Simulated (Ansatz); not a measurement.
Crystal: ZnSe (Stilleite).

```xyz
2
Lattice="0.0000 2.8338 2.8338 2.8338 0.0000 2.8338 2.8338 2.8338 0.0000" Properties=species:S:1:pos:R:3 pbc="T T T"
Se    4.2507    4.2507    4.2507
Zn    0.0000    0.0000    0.0000
```

| Property | Result |
| --- | --- |
| Program | Ansatz 0.2.0 |
| Task | relaxation of cell and atoms |
| Functional | RPBE |
| Dispersion | D3(BJ) |
| Potentials or basis | all-electron LAPW, scalar-relativistic |
| Basis error allowed | 0.001 eV/atom |
| k mesh | 8 × 8 × 8 |
| Occupations | fermi-dirac, width 0.05 eV |
| Spin | no spin polarisation |

At the start: volume 22.76 Å³/atom.

Question: Where does the relaxation end?

Answer: Over 5 steps the energy falls by 35.7 meV/atom and the volume is 20.81 Å³/atom (-8.6 %); space group F-43m (No. 216, to 0.05 Å).

Step by step:
```csv
step,energy change (eV),largest force (eV/Å),volume (Å³)
1,0.0000,0.0000,45.51
2,-0.0662,0.0000,42.61
3,-0.0713,0.0000,41.45
4,-0.0715,0.0000,41.61
5,-0.0715,0.0000,41.61
```

Final structure:
```
Se Zn
1.0
     0.00000    2.75037    2.75037
     2.75037    0.00000    2.75037
     2.75037    2.75037    0.00000
Se Zn
1 1
Direct
  0.75000 0.75000 0.75000
  0.00000 0.00000 0.00000
```
